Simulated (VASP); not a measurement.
# Which native defect does CuTe form most easily?, part 6 of 8

Aim: formation energies of the vacancies and antisites of CuTe, in the two limits of its composition. The start is a cell from a database of measured crystal structures.

VASP 6.6.1, plane waves and PAW; the level of theory is named at each step.

So far, formation energy of the neutral defect (eV): step 7 (this defect's formation energies, 31 atoms, defect vacancy …) 0.393.

## 8. Relaxing the defect, 31 atoms, defect Te vacancy

This step: PBEsol, no spin polarisation; plane waves and PAW (Te, Cu) (VASP 6.6.1).

System of this step: Cu16Te15. The cell holds 31 atoms: 15 Te and 16 Cu. Its edges and angles: a = 8.567 Å, b = 8.567 Å, c = 17.134 Å, α = 134.9°, β = 125.2°, γ = 73.6°. It derives from CuTe. Nearest the centre at fractional (0.637, 0.637, 0.250): Cu16 at 2.58 Å, Cu18 at 2.58 Å, Cu24 at 2.66 Å, Cu27 at 2.66 Å, Te7 at 3.28 Å, Te3 at 3.28 Å, Te2 at 3.94 Å, Te6 at 3.94 Å.

INCAR reads:

```
SYSTEM = Cu16Te15
PREC = Normal
ENCUT = 300
EDIFF = 1E-05
NELM = 120
ISMEAR = 1
SIGMA = 0.2
LREAL = Auto
ALGO = Fast
GGA = PS
LORBIT = 11
LWAVE = .FALSE.
LCHARG = .TRUE.
KPAR = 4
NCORE = 2
IBRION = 2
NSW = 50
ISIF = 2
EDIFFG = -0.03
POTIM = 0.4
MAXMIX = 40
ISYM = 2
```

POSCAR reads:

```
Cu16Te15
1.0
   -3.2835869093      3.9448573252      6.8595590234
    3.2835869093     -3.9448573252      6.8595590234
    6.5671738186      7.8897146504    -13.7191180468
Te Cu
15 16
Direct
    0.1365031700      0.1365031700      0.2500000000
    0.1365031700      0.6365031700      0.5000000000
    0.6365031700      0.1365031700      0.5000000000
    0.6365031700      0.6365031700      0.7500000000
    0.1365031700      0.1365031700      0.7500000000
    0.1365031700      0.6365031700      0.0000000000
    0.6365031700      0.1365031700      0.0000000000
    0.1134968300      0.1134968300      0.0000000000
    0.6134968300      0.6134968300      0.0000000000
    0.6134968300      0.1134968300      0.2500000000
    0.1134968300      0.6134968300      0.2500000000
    0.1134968300      0.1134968300      0.5000000000
    0.6134968300      0.6134968300      0.5000000000
    0.6134968300      0.1134968300      0.7500000000
    0.1134968300      0.6134968300      0.7500000000
    0.2657645400      0.5157645400      0.1250000000
    0.7657645400      0.0157645400      0.1250000000
    0.7657645400      0.5157645400      0.3750000000
    0.2657645400      0.0157645400      0.3750000000
    0.2657645400      0.5157645400      0.6250000000
    0.7657645400      0.0157645400      0.6250000000
    0.7657645400      0.5157645400      0.8750000000
    0.2657645400      0.0157645400      0.8750000000
    0.4842354600      0.2342354600      0.1250000000
    0.9842354600      0.7342354600      0.1250000000
    0.9842354600      0.2342354600      0.3750000000
    0.4842354600      0.7342354600      0.3750000000
    0.4842354600      0.2342354600      0.6250000000
    0.9842354600      0.7342354600      0.6250000000
    0.9842354600      0.2342354600      0.8750000000
    0.4842354600      0.7342354600      0.8750000000
```

KPOINTS reads:

```
Automatic mesh
0
Gamma
4 4 4
0 0 0
```

Potentials, in the order of the species: Te and Cu (PBE family, release 64).

Command:

```bash
$ mpirun -np 8 vasp_std
```

The log of the run:

```text
[... set-up lines as in an earlier step ...]
 entering main loop
       N       E                     dE             d eps       ncg     rms          rms(c)
DAV:   1     0.203698987558E+04    0.20370E+04   -0.73525E+04  7632   0.123E+03
DAV:   2     0.148161209821E+03   -0.18888E+04   -0.18365E+04  7646   0.357E+02
DAV:   3    -0.114441417172E+03   -0.26260E+03   -0.24705E+03  9246   0.163E+02
DAV:   4    -0.137621658720E+03   -0.23180E+02   -0.22524E+02 11944   0.531E+01
DAV:   5    -0.138255563869E+03   -0.63391E+00   -0.62956E+00 11920   0.118E+01    0.457E+01
RMM:   6    -0.140975836010E+03   -0.27203E+01   -0.33605E+02  7756   0.103E+02    0.317E+01
RMM:   7    -0.121826611678E+03    0.19149E+02   -0.94532E+01  7632   0.614E+01    0.121E+01
RMM:   8    -0.122146708197E+03   -0.32010E+00   -0.71573E+00  7740   0.139E+01    0.593E+00
RMM:   9    -0.121761642596E+03    0.38507E+00   -0.27680E+00  7999   0.813E+00    0.190E+00
RMM:  10    -0.121811592499E+03   -0.49950E-01   -0.14415E+00  9965   0.306E+00    0.971E-01
RMM:  11    -0.121845685549E+03   -0.34093E-01   -0.19985E-01 10625   0.878E-01    0.138E+00
RMM:  12    -0.121803204479E+03    0.42481E-01   -0.53833E-02  7944   0.777E-01    0.105E+00
RMM:  13    -0.121791188018E+03    0.12016E-01   -0.96716E-02  9274   0.607E-01    0.785E-01
RMM:  14    -0.121791300743E+03   -0.11272E-03   -0.93719E-03  9389   0.294E-01    0.727E-01
RMM:  15    -0.121793332487E+03   -0.20317E-02   -0.52763E-03  9295   0.171E-01    0.911E-01
RMM:  16    -0.121788838695E+03    0.44938E-02   -0.12744E-02  9250   0.527E-01    0.309E-01
RMM:  17    -0.121788825698E+03    0.12997E-04   -0.10436E-03  8245   0.868E-02    0.200E-01
RMM:  18    -0.121788800612E+03    0.25086E-04   -0.30982E-04  9156   0.516E-02    0.155E-01
RMM:  19    -0.121788754957E+03    0.45654E-04   -0.65107E-05  5512   0.256E-02    0.129E-01
RMM:  20    -0.121788636722E+03    0.11824E-03   -0.22240E-04  9220   0.492E-02    0.647E-02
RMM:  21    -0.121788606551E+03    0.30171E-04   -0.94733E-05  7718   0.408E-02    0.245E-02
RMM:  22    -0.121788610775E+03   -0.42232E-05   -0.23998E-05  4450   0.136E-02
   1 F= -.12178861E+03 E0= -.12179116E+03  d E =-.121789E+03
 curvature:   0.00 expect dE= 0.000E+00 dE for cont linesearch  0.000E+00
 trial: gam= 0.00000 g(F)=  0.382E-01 g(S)=  0.000E+00 ort = 0.000E+00 (trialstep = 0.100E+01)
 search vector abs. value=  0.382E-01
 bond charge predicted
       N       E                     dE             d eps       ncg     rms          rms(c)
DAV:   1    -0.121814670602E+03   -0.26064E-01   -0.22614E+00  8304   0.376E+00    0.569E-01
RMM:   2    -0.121821788286E+03   -0.71177E-02   -0.68061E-02  7733   0.132E+00    0.488E-01
RMM:   3    -0.121821923984E+03   -0.13570E-03   -0.43460E-02  8121   0.112E+00    0.298E-01
RMM:   4    -0.121822014581E+03   -0.90597E-04   -0.14102E-02  8152   0.636E-01    0.441E-01
RMM:   5    -0.121821643985E+03    0.37060E-03   -0.54133E-03  8049   0.345E-01    0.104E-01
RMM:   6    -0.121821764592E+03   -0.12061E-03   -0.25757E-03 10055   0.153E-01    0.875E-02
RMM:   7    -0.121821776776E+03   -0.12184E-04   -0.13146E-04  7877   0.299E-02    0.924E-02
RMM:   8    -0.121821772963E+03    0.38129E-05   -0.20084E-05  4525   0.232E-02
   2 F= -.12182177E+03 E0= -.12182450E+03  d E =-.331622E-01
[... from here on, the cycles between the ionic steps are left out ...]
   3 F= -.12186640E+03 E0= -.12186938E+03  d E =-.777895E-01
   4 F= -.12186709E+03 E0= -.12187008E+03  d E =-.784766E-01
   5 F= -.12188486E+03 E0= -.12188828E+03  d E =-.177773E-01
   6 F= -.12189730E+03 E0= -.12190124E+03  d E =-.302142E-01
   7 F= -.12189838E+03 E0= -.12190248E+03  d E =-.312901E-01
   8 F= -.12190789E+03 E0= -.12191237E+03  d E =-.950759E-02
   9 F= -.12191548E+03 E0= -.12192043E+03  d E =-.171054E-01
  10 F= -.12191655E+03 E0= -.12192167E+03  d E =-.181718E-01
  11 F= -.12192420E+03 E0= -.12192939E+03  d E =-.764861E-02
  12 F= -.12193986E+03 E0= -.12194511E+03  d E =-.233145E-01
  13 F= -.12193349E+03 E0= -.12193826E+03  d E =-.169383E-01
  14 F= -.12194365E+03 E0= -.12194878E+03  d E =-.271005E-01
  15 F= -.12195356E+03 E0= -.12195862E+03  d E =-.990605E-02
  16 F= -.12195763E+03 E0= -.12196260E+03  d E =-.139757E-01
  17 F= -.12195766E+03 E0= -.12196230E+03  d E =-.140106E-01
  18 F= -.12195910E+03 E0= -.12196397E+03  d E =-.154551E-01
  19 F= -.12196896E+03 E0= -.12197374E+03  d E =-.985824E-02
  20 F= -.12197644E+03 E0= -.12198081E+03  d E =-.173304E-01
  21 F= -.12198304E+03 E0= -.12198697E+03  d E =-.660911E-02
  22 F= -.12199595E+03 E0= -.12199844E+03  d E =-.195111E-01
  23 F= -.12198874E+03 E0= -.12198912E+03  d E =-.123062E-01
  24 F= -.12199796E+03 E0= -.12199956E+03  d E =-.215276E-01
  25 F= -.12200943E+03 E0= -.12201044E+03  d E =-.114665E-01
  26 F= -.12202769E+03 E0= -.12202776E+03  d E =-.297260E-01
  27 F= -.12204188E+03 E0= -.12204196E+03  d E =-.141863E-01
  28 F= -.12205942E+03 E0= -.12205960E+03  d E =-.317345E-01
  29 F= -.12207536E+03 E0= -.12207551E+03  d E =-.476715E-01
  30 F= -.12209218E+03 E0= -.12209215E+03  d E =-.168219E-01
  31 F= -.12210125E+03 E0= -.12210083E+03  d E =-.258893E-01
  32 F= -.12210156E+03 E0= -.12210103E+03  d E =-.262016E-01
  33 F= -.12211034E+03 E0= -.12210962E+03  d E =-.877721E-02
  34 F= -.12211056E+03 E0= -.12210982E+03  d E =-.899955E-02
  35 F= -.12211324E+03 E0= -.12211253E+03  d E =-.267866E-02
  36 F= -.12211411E+03 E0= -.12211342E+03  d E =-.354494E-02
  37 F= -.12211587E+03 E0= -.12211515E+03  d E =-.176807E-02
  38 F= -.12211884E+03 E0= -.12211796E+03  d E =-.472938E-02
  39 F= -.12211889E+03 E0= -.12211795E+03  d E =-.478103E-02
  40 F= -.12212027E+03 E0= -.12211923E+03  d E =-.137863E-02
  41 F= -.12212305E+03 E0= -.12212169E+03  d E =-.416214E-02
  42 F= -.12212328E+03 E0= -.12212182E+03  d E =-.438909E-02
  43 F= -.12212452E+03 E0= -.12212301E+03  d E =-.124486E-02
  44 F= -.12212612E+03 E0= -.12212446E+03  d E =-.283849E-02
 curvature:  -2.82 expect dE=-0.142E-02 dE for cont linesearch -0.241E-05
 trial: gam= 0.53109 g(F)=  0.505E-03 g(S)=  0.000E+00 ort = 0.289E-04 (trialstep = 0.231E+01)
 search vector abs. value=  0.811E-03
 bond charge predicted
       N       E                     dE             d eps       ncg     rms          rms(c)
DAV:   1    -0.122126173212E+03   -0.58291E-04   -0.67546E-01  8161   0.209E+00    0.181E-01
RMM:   2    -0.122126877274E+03   -0.70406E-03   -0.73653E-03  7977   0.468E-01    0.115E-01
RMM:   3    -0.122127143680E+03   -0.26641E-03   -0.28532E-03  9257   0.190E-01    0.115E-01
RMM:   4    -0.122127145442E+03   -0.17619E-05   -0.44065E-04  8985   0.761E-02    0.691E-02
RMM:   5    -0.122127147144E+03   -0.17023E-05   -0.40621E-05  4658   0.207E-02
  45 F= -.12212715E+03 E0= -.12212541E+03  d E =-.103192E-02
 trial-energy change:   -0.001032  1 .order   -0.000901   -0.001198   -0.000604
 step:   3.1421(harm=  4.6474)  dis= 0.00339  next Energy=  -122.127263 (dE=-0.115E-02)
 reached required accuracy - stopping structural energy minimisation
```

Elapsed: 32 min, on 8 MPI ranks of Intel Xeon 6975P-C (Granite Rapids), shared host; peak memory 4.1 GiB; 4.3 h of CPU time.

OUTCAR, selected parts (step 8):

```text
   k-points           NKPTS =     24   k-points in BZ     NKDIM =     24   number of bands    NBANDS=    159

   NELECT =     266.0000    total number of electrons

 E-fermi :   5.8713

 k-point     1 :       0.0000    0.0000    0.0000
  band No.  band energies     occupation
    ...
    130       5.2871      2.00029
    131       5.3464      2.00131
    132       5.4819      2.01889
    133       5.6939      2.01820
    134       5.8211      1.41037
    135       6.0635     -0.04115
    136       6.6170     -0.00000
    137       6.6209     -0.00000
    138       6.7583     -0.00000
    139       7.2554     -0.00000
    ...

  Total      -11.3024796     -8.1046495     -3.5281648     -0.0645461      0.0000000      0.0000000
  in kB      -25.4752418    -18.2674875     -7.9523126     -0.1454838      0.0000000      0.0000000
  external PRESSURE =     -17.2316806 kB  Pullay stress =       0.0000000 kB

 POSITION                                       TOTAL-FORCE (eV/Angst)
 -----------------------------------------------------------------------------------
      1.64179      1.97243     -1.51102        -0.000000      0.000000      0.004936
      4.90673      1.97670     -1.57522        -0.010547      0.008838     -0.007246
      0.87324      6.04518     -1.64263         0.003725      0.008472     -0.002624
      4.92538      5.91729     -1.41912        -0.000000      0.000000     -0.004857
      4.92538      5.91729     -8.49922        -0.000000      0.000000      0.000396
      1.66044     -1.97670      5.28434         0.010547     -0.008838     -0.007246
     -0.87324      1.84453      5.21692        -0.003725     -0.008472     -0.002624
      0.14910     -0.16843      1.37638         0.001265     -0.009143      0.006331
      6.67069      7.63940     -5.13099        -0.004112      0.002287      0.000243
      0.01045      4.06943      1.43067        -0.013353      0.000676     -0.001159
      3.27314     -0.12457      1.43067         0.013353     -0.000676     -0.001159
      3.18007      4.19517     -5.13099         0.004112     -0.002287      0.000243
      3.13449      4.11328      1.37638        -0.001265      0.009143      0.006331
      3.27850      7.64546     -5.17017         0.008695      0.008363     -0.000575
      6.57226      4.18911     -5.17017        -0.008695     -0.008363     -0.000575
      1.67831     -0.05784      3.59052         0.017059     -0.003179     -0.013518
     -1.32292      3.89858      3.73076        -0.003857     -0.000307      0.011883
      1.60528      4.00270      3.59052        -0.017059      0.003179     -0.013518
      4.60651      0.04627      3.73076         0.003857      0.000307      0.011883
      4.90235      4.01595     -3.14752        -0.007256     -0.001902      0.001912
      4.67864      3.96912      3.52720         0.007109      0.003787     -0.007467
      4.94841      7.81862     -3.14752         0.007256      0.001902      0.001912
      5.17212      7.86545    -10.19192        -0.007109     -0.003787     -0.007467
      0.25854      1.94608      2.92529        -0.007294     -0.006443      0.004922
[...]
-----------------------------------------------------------------------------------
    total drift:                                0.000550      0.002252     -0.007330

  FREE ENERGIE OF THE ION-ELECTRON SYSTEM (eV)
  ---------------------------------------------------
  free  energy   TOTEN  =      -122.1271471439 eV

  energy  without entropy=     -122.1219253031  energy(sigma->0) =     -122.12540653

[... 8 parts as in an earlier step ...]

[... 9 further parts left out ...]
```

Step by step (22 of 45):

```
step  energy less that of the first step (eV)  largest force (eV/Å)
   1                                   0.0000                0.4384
   3                                  -0.0778                0.2022
   5                                  -0.0963                0.1318
   7                                  -0.1098                0.1204
   9                                  -0.1269                0.1017
  11                                  -0.1356                0.1302
  14                                  -0.1550                0.1191
  16                                  -0.1690                0.0910
  18                                  -0.1705                0.0848
  20                                  -0.1878                0.0975
  22                                  -0.2073                0.1034
  24                                  -0.2094                0.1543
  26                                  -0.2391                0.1984
  28                                  -0.2708                0.1355
  30                                  -0.3036                0.1183
  32                                  -0.3130                0.0906
  35                                  -0.3246                0.0453
  37                                  -0.3273                0.0627
  39                                  -0.3303                0.0772
  41                                  -0.3344                0.0502
  43                                  -0.3359                0.0383
  45                                  -0.3385                0.0220
```

The atoms that moved most (Å):

```
atom      dx      dy      dz  length
 Te7   0.769  -0.128  -0.086   0.784
 Te3  -0.769   0.128  -0.086   0.784
Cu31   0.257  -0.017   0.471   0.537
Cu28  -0.257   0.017   0.471   0.537
Cu24   0.259  -0.026  -0.288   0.388
Cu27  -0.259   0.026  -0.288   0.388
Cu17   0.319  -0.046   0.085   0.333
Cu19  -0.319   0.046   0.085   0.333
```

The relaxed structure:

```
Te Cu
1.0
    -3.28359    3.94486    6.85956
     3.28359   -3.94486    6.85956
     6.56717    7.88971  -13.71912
Te Cu
15 16
Cartesian
  1.6418 1.9724 -1.5110
  4.9067 1.9767 -1.5752
  0.8732 6.0452 -1.6426
  4.9254 5.9173 -1.4191
  4.9254 5.9173 -8.4992
  1.6604 -1.9767 5.2843
  -0.8732 1.8445 5.2169
  0.1491 -0.1684 1.3764
  0.1035 -0.2503 8.5881
  0.0105 4.0694 1.4307
  3.2731 -0.1246 1.4307
  3.1801 4.1952 -5.1310
  3.1345 4.1133 1.3764
  3.2785 7.6455 -5.1702
  6.5723 4.1891 -5.1702
  1.6783 -0.0578 3.5905
  -1.3229 3.8986 3.7308
  1.6053 4.0027 3.5905
  1.3229 3.9911 -3.1288
  4.9024 4.0160 -3.1475
  1.3951 7.9140 -3.3324
  4.9484 7.8186 -3.1475
  5.1721 7.8655 -10.1919
  0.2585 1.9461 2.9253
  0.0952 1.8645 10.0448
  -0.0952 6.0252 3.1853
  3.0250 1.9988 2.9253
  3.0266 5.9340 -3.1748
  3.2662 6.0220 3.1387
  3.3010 9.7574 -3.7208
  6.8242 5.9006 -3.1748
```

Numbers from this step:

```
electronic cycles       : 381
electrons               : 266
free energy (TOTEN)     : -122.1271 eV
energy at zero smearing : -122.1254 eV
Fermi energy            : 5.871 eV
```

Valence density in the ac plane at fractional y = 0.637, through the centre, with atoms of Te and Cu within 0.45 Å of it. It is the smooth field of the valence electrons, not physical close to the nuclei.

Ten steps, logarithmic in the rise over the least value, from '_' (0 e/Å³) to '@' (10 e/Å³), each cell a mean:
```
==--::::------::::::--==--::__--==--------------
----------::::::::::--======--------++++==------
::::::::::::::::::::--------------==++==--::::::
..::::::----------::::------------------::::::..
::----------====----------------======--::::....
--==--____--==----------------....--==--::::::::
--==--------------------====::::--==--::::::::--
------------==++++--------==------::::....::::--
++==--------====--::::::::::::::::::::::::::--==
##++------------::::::::::::::------------==**##
==------======--::::..::::--==----====----==++++
--==--__..--==--::::::::--==--::--==------------
==--::::------::::::::--======------------------
----------::::....::::--------------======------
::::::::::::::::::::==****++------------::::::::
..::::::----------**@@@@%%++--::::::::::........
::----======----==**%%##==::::::..............::
==--..::--==----------::::::................::--
==------------------::::..................::--==
====------==++++==::::..................::::----
----------====--::::..................::::::----
==--------------::::........::::::::::::::--++**
--------======--::::..::::----------------==++==
--==--__..====--::::::------::::--==------------
```
Columns run along a (8.6 Å), rows up along c (17.1 Å). Atoms in or near the plane, at fractional coordinates: Te at (0.14, 0.50), Te at (0.65, 0.75), Te at (0.13, 0.00), Te at (0.59, 0.99), Te at (0.09, 0.24), Te at (0.62, 0.50), Te at (0.15, 0.77), Cu at (0.47, 0.36).

The run ended after 45 ionic steps, 0.339 eV below its first step, once the forces on the free atoms met EDIFFG = -0.03.

The 4 first neighbours (Cu) lie 2.62 Å from the site on average (2.58 to 2.66) in the perfect crystal and 2.70 Å on average after the relaxation (+3.3 %).

## 9. This defect's formation energies, 31 atoms, defect vacancy, element Te

This step: point defect, PBEsol; plane waves and PAW (VASP 6.6.1).

Derived from the runs above.

Numbers from this step:

- formation energy of the neutral defect: 1.343 eV

Formation energy:

```
formation energy (eV)  largest move (Å)
                1.343            0.7838
```

The formation energy is the energy of the relaxed defect cell less that of the perfect cell, with each removed atom booked to its reference and each added atom taken from it.

References, in eV an atom: Cu -4.316 (crystal Fm-3m) and Te -3.525 (crystal P3_121). They were run at the supercell's cutoff and functional, without U, and count both elements from their own phases.

The formation energy is 1.343 eV, and the largest move of an atom 0.78 Å.

(Continued in part 7 of 8.)

[Lines on the potential files, build, host, timing and source positions are cut from VASP's logs without a mark.]

[Logs are printed without paths, hosts, clocks, repeated set-up lines and the standing remarks that a program may print on its own settings, such as how far it seeks lower states.]

[Hosts, paths, dates, database ids (printed as entryN), source tags and the programs' standing remarks are cut or masked in the printed files.]

[In band tables of VASP the shares of atoms and orbitals are scaled to a sum of 1 inside the atoms' spheres.]

[Runs that stopped without an error message from VASP are left out.]
